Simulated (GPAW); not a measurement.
The system is La.

```
La
1.0
     3.75000    0.00000    0.00000
    -1.87500    3.24760    0.00000
     0.00000    0.00000    6.07000
La
2
Direct
  0.66667 0.33333 0.75000
  0.33333 0.66667 0.25000
```

This isn't the form of La at room conditions, which is double hcp.

```yaml
Program: GPAW 26.7.0
Task: relaxation of cell and atoms
Functional: PBE
Dispersion: D4
Potentials_or_basis: GPAW PAW data sets (gpaw-data 1.2.1)
Cutoff: 800 eV
Basis: pw
k_mesh: 6 × 6 × 3
Occupations: fermi-dirac, width 0.05 eV
Spin: no spin polarisation
```

At the start: pressure -0.9 GPa; volume 36.96 Å³/atom.

Problem. Where does the relaxation end?

Solution. Over 13 steps the energy falls by 4.6 meV/atom and the volume is 35.71 Å³/atom (-3.4 %); space group P6_3/mmc (No. 194, to 0.05 Å).

Step by step:
```
step  energy change (eV)  largest force (eV/Å)  pressure (GPa)  volume (Å³)
   1              0.0000                0.0004           -0.87        73.92
   2             -0.0014                0.0001           -0.79        73.70
   3             -0.0038                0.0005           -0.65        73.28
   4             -0.0064                0.0001           -0.45        72.70
   5             -0.0083                0.0001           -0.20        72.02
   6             -0.0091                0.0001            0.07        71.31
   7             -0.0091                0.0013            0.07        71.31
   8             -0.0091                0.0001            0.06        71.32
   9             -0.0091                0.0000            0.06        71.33
  10             -0.0091                0.0000            0.06        71.35
  11             -0.0091                0.0001            0.05        71.37
  12             -0.0091                0.0001            0.04        71.39
  13             -0.0091                0.0000            0.03        71.41
```

Final structure:
```
La
1.0
     3.72417    0.00000    0.00000
    -1.86209    3.22523    0.00000
     0.00000    0.00000    5.94527
La
2
Direct
  0.66667 0.33333 0.75000
  0.33333 0.66667 0.25000
```

Caveat: one-centre terms of the f shell are cut off; later steps reuse the first step's grids; pairwise dispersion overbinds metals, which lowers pressure and volume.
